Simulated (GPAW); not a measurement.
A run of GPAW 26.7.0:

File run.py:

```python
import json
import numpy as np
from ase.dft.bandgap import bandgap
from ase.io import read, write
from ase.units import GPa
from gpaw import GPAW, PW

atoms = read('POSCAR')

calc = GPAW(mode=PW(600),
            xc='PBE',
            kpts={'size': (10, 10, 10), 'gamma': True},
            occupations={'name': 'fermi-dirac', 'width': 0.05},
            nbands=14,
            convergence={'density': 1e-05, 'energy': 1e-05},
            maxiter=150,
            txt='gpaw.txt')
atoms.calc = calc
energy = atoms.get_potential_energy()
forces = atoms.get_forces()
stress = atoms.get_stress()
calc.write('gs.gpw')
write('result.traj', atoms)
print(f'Energy: {energy:.6f} eV')
print('Forces (eV/A):')
print(forces.round(4))
print('Stress (GPa):', (stress / GPa).round(3))
print('Fermi level:', round(calc.get_fermi_level(), 4), 'eV')
print(f'Gap: {bandgap(calc)[0]:.4f} eV, direct: {bandgap(calc, direct=True)[0]:.4f} eV')

size = (16, 16, 16)
dense = calc.fixed_density(kpts={'size': size, 'gamma': True}, update_fermi_level=True,
                           convergence={'bands': 'CBM+2.0', 'eigenstates': 1e-7}, txt='dense.txt')
ef = dense.get_fermi_level()
index = np.round(dense.get_bz_k_points() * size).astype(int) % size
recip = 2 * np.pi * atoms.cell.reciprocal()
sheets = []
for s, e_kn in enumerate(dense.eigenvalues()):
    for n in range(e_kn.shape[1] - 2):
        if e_kn[:, n].min() < ef < e_kn[:, n].max():
            e = np.empty(size)
            e[tuple(index.T)] = e_kn[dense.get_bz_to_ibz_map(), n] - ef
            de = np.array([(np.roll(e, -1, c) - np.roll(e, 1, c)) * size[c] / 2 for c in range(3)])
            v = np.linalg.norm(np.einsum('vc,cxyz->vxyz', np.linalg.inv(recip), de), axis=0)
            w = np.exp(-(e / 0.1)**2) / (0.1 * np.pi**0.5)
            sheets.append({'spin': s, 'band': n, 'filled': (e < 0).mean(), 'dos': w.mean(), 'bottom': e.min(), 'top': e.max(),
                           'velocity': (w * v).sum() / w.sum() * 1.519267e5, 'slice': e[:, :, 0].round(3).tolist()})
            print(f'spin {s} band {n}: filled share {sheets[-1]["filled"]:.3f}, from {e.min():.3f} to {e.max():.3f} eV,',
                  f'{w.mean():.3f} states/eV, mean velocity {sheets[-1]["velocity"]:.3e} m/s')
print('Fermi level on the dense mesh:', round(ef, 4), 'eV,', len(sheets), 'sheets')
json.dump({'ef': ef, 'sheets': sheets}, open('fermi.json', 'w'))
```

POSCAR

```
Hf
1.0
    0.0000000000      2.2200000000      2.2200000000
    2.2200000000      0.0000000000      2.2200000000
    2.2200000000      2.2200000000      0.0000000000
Hf
1
Direct
    0.0000000000      0.0000000000      0.0000000000
```

Potentials or basis: GPAW PAW data sets (gpaw-data 1.2.1), pw.

Launch:

```sh
$ OMP_NUM_THREADS=1 python run.py
```

Hardware: 1 thread of AMD EPYC 7B13 (Zen 3), with other jobs on the host.

**Question.** How long does it take, and how much memory?

**Answer.** Run time: 20 s on 1 thread of AMD EPYC 7B13 (Zen 3), with other jobs on the host, peak memory 0.2 GiB. Counts: scf iterations 12, plane waves 745, bands 14, k points 47.
